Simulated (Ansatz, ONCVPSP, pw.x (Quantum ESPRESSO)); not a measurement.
## pw.x on fcc Ti: one setting changed

Potential: optimised norm-conserving Vanderbilt (ONCV), ONCVPSP 4.0.1.1 (patched build), PBE; core [Ne], reference 3s2 3p6 3d2 4s2; waves: 3s+4s: rc 1.85 bohr, ncon 4, nbas 8, qcut 5.6 1/bohr, 2 projectors; 3p: rc 1.50 bohr, ncon 5, nbas 9, qcut 8.7 1/bohr, 1 projector; 3d: rc 1.60 bohr, ncon 4, nbas 7, qcut 10.9 1/bohr, 2 projectors, debl 3.9 Ha; local part: polynomial inside 1.10 bohr (lpopt 4, dvloc0 2 Ha); core correction: none.

The reference run (k-mesh 14³, cutoffs 105/420 Ry, Fermi–Dirac 0.01 Ry, mixing_beta 0.4, conv_thr 1e-9, no spin) gives -0.26 GPa at 17.482 Å³/atom, where all-electron LAPW gives -0.10 GPa. This run, with its own iteration cap, changes degauss to 0.002.

```
&control
  calculation='scf', prefix='x', pseudo_dir='./', outdir='./tmp', tstress=.true., disk_io='none'
/
&system
  ibrav=0, nat=1, ntyp=1, ecutwfc=105, ecutrho=420, nbnd=14,
  occupations='smearing', smearing='fd', degauss=0.002
/
&electrons
  conv_thr=1e-09, mixing_beta=0.4, electron_maxstep=60
/
ATOMIC_SPECIES
Ti 1.0 Ti.UPF
CELL_PARAMETERS angstrom
  0.00000000 2.05993590 2.05993590
  2.05993590 0.00000000 2.05993590
  2.05993590 2.05993590 0.00000000
ATOMIC_POSITIONS crystal
Ti 0.0000 0.0000 0.0000
K_POINTS automatic
14 14 14 0 0 0
```

```bash
pw.x < Ti.scf.in > Ti.scf.out
```

Question: How does the run end?

Answer: It converges in 7 iterations; the free energy moves by +51.7 meV/atom and the pressure by -0.49 GPa. In a metal, with Fermi–Dirac smearing, F lies below its zero-width value by a term in the square of the width.

```
Message from routine setup:
     using ibrav=0 with symmetry is DISCOURAGED, use correct ibrav instead
     lattice parameter (alat)  =       5.5051  a.u.
     unit-cell volume          =     117.9744 (a.u.)^3
     number of electrons       =        12.00
     number of Kohn-Sham states=           14
     kinetic-energy cutoff     =     105.0000  Ry
     charge density cutoff     =     420.0000  Ry
     scf convergence threshold =      1.0E-09
     Exchange-correlation= PBE
     number of k points=   104  Fermi-Dirac smearing, width (Ry)=  0.0020
     iteration #  1     ecut=   105.00 Ry     beta= 0.40
     total energy              =    -117.23288861 Ry
     estimated scf accuracy    <       0.04210379 Ry
     iteration #  2     ecut=   105.00 Ry     beta= 0.40
     total energy              =    -117.24052246 Ry
     estimated scf accuracy    <       0.00082472 Ry
     iteration #  3     ecut=   105.00 Ry     beta= 0.40
     total energy              =    -117.24058118 Ry
     estimated scf accuracy    <       0.00030264 Ry
     iteration #  4     ecut=   105.00 Ry     beta= 0.40
     total energy              =    -117.24058839 Ry
     estimated scf accuracy    <       0.00000233 Ry
     iteration #  5     ecut=   105.00 Ry     beta= 0.40
     total energy              =    -117.24058824 Ry
     estimated scf accuracy    <       0.00000066 Ry
     iteration #  6     ecut=   105.00 Ry     beta= 0.40
     total energy              =    -117.24058831 Ry
     estimated scf accuracy    <       0.00000001 Ry
     iteration #  7     ecut=   105.00 Ry     beta= 0.40
     the Fermi energy is    13.0835 ev
!    total energy              =    -117.24058831 Ry
     estimated scf accuracy    <          6.2E-10 Ry
     smearing contrib. (-TS)   =      -0.00038364 Ry
     The total energy is F=E-TS. E is the sum of the following terms:
     one-electron contribution =     -42.97334996 Ry
     hartree contribution      =      25.10800278 Ry
     xc contribution           =     -14.57283731 Ry
     ewald contribution        =     -84.80202019 Ry
     convergence has been achieved in   7 iterations
          total   stress  (Ry/bohr**3)                   (kbar)     P=       -7.43
     Message from routine punch:
     Nothing written, as per user request (disk_io='none')
```

The run took about 29 s on one core of a shared host (Neoverse-V2, 96 threads, 371 GiB, load 54).
